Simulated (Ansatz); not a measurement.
# Zr2Si: the cost of one run

Computed with Ansatz 0.2.0 (DFT PBE, scalar-relativistic, plane waves, PAW, unless a step's input says otherwise).

## (1) The starting structure

The structure is hexagonal, space group P6mm (No. 183). The conventional cell has a = 3.838 Å, b = 3.838 Å, c = 3.733 Å, α = 90.00°, β = 90.00°, γ = 120.00°. Zr (site symmetry 3m) is surrounded by 3 Zr at 2.22 Å and 6 Si at 2.78 to 3.03 Å. Si (site symmetry 6mm) has 12 Zr at 2.78 to 3.03 Å as nearest neighbours.

Coordinates:

```xyz
3
Lattice="3.8384 0.0000 0.0000 -1.9192 3.3241 0.0000 0.0000 0.0000 3.7335" Properties=species:S:1:pos:R:3 pbc="T T T"
Zr    0.0000    2.2161    2.3691
Zr    1.9192    1.1080    2.3691
Si    0.0000    0.0000    0.3063
```

The cell is invented: random cell by space group and Wyckoff sites (P6mm, No. 183). Lengths come from tabulated atomic sizes and are only a guess.

## (2) Probe: one point on a coarse mesh

Input file input.yaml:

```yaml
crystal:
  lattice:
    - [3.83839007, 0.0, 0.0]
    - [-1.91919504, 3.32414331, 0.0]
    - [0.0, 0.0, 3.73345127]
  atoms:
    - { symbol: Zr, position: [0.33333333, 0.66666667, 0.63456332] }
    - { symbol: Zr, position: [0.66666667, 0.33333333, 0.63456332] }
    - { symbol: Si, position: [0.0, 0.0, 0.08204797] }
basis:
  ecutwfc: 420
kpoints:
  mp_grid: { grid: [6, 6, 6] }
hamiltonian:
  xc: pbe
scf:
  occupations: { method: gaussian, width: 0.1 }
  lower_state_search: "off"
output:
  forces: true
  stress: true
  eigenvalues: true
```

Command:

```sh
$ ansatz run input.yaml --threads 1 --pin off --max-ram 2560MiB --backend cpu --events-out ev --progress --plain --runs-dir out
```

Q: Estimate wall time and peak memory on 1 thread of Intel Xeon Platinum 8488C (Sapphire Rapids), shared host.

About 1.5 s, with a peak of 0.46 GiB.
